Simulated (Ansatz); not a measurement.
Rutile GeO₂, treated with PBEsol in Ansatz (plane waves, PAW).

Run with plane-wave cutoff 520 eV, 8×8×12 k mesh (along the axes of the cell as run), Fermi–Dirac smearing 0.01 eV, scalar-relativistic PAW data made under PBE.

Cell (measured lattice):

GeO2 has the tetragonal space group P4₂/mnm (No. 136), the rutile structure, Pearson symbol tP6. Conventional cell: a = b = 4.397 Å, c = 2.863 Å, α = β = γ = 90.00°. Ge on 2a is surrounded by 6 O at 1.874–1.900 Å (octahedral). O on 4f has 3 Ge at 1.874–1.900 Å (trigonal planar). (Neighbours: up to the widest gap in distance over summed covalent radii, below 1.35, at either atom.)

Problem. What does this level give for the band gap?

Solution. 
band gap: 1.85 eV (direct)

Measured, for comparison: band gap 4.68 eV (temperature not stated, not corrected to a static lattice, direct (forbidden), UV absorption; as tabulated in Mengle et al. (2019), arXiv:1905.10301).

Note: cell and atoms aren't relaxed at this level (pressure 5.4 GPa).

Spin–orbit coupling is not included.

Ansatz is a program for electronic structure.
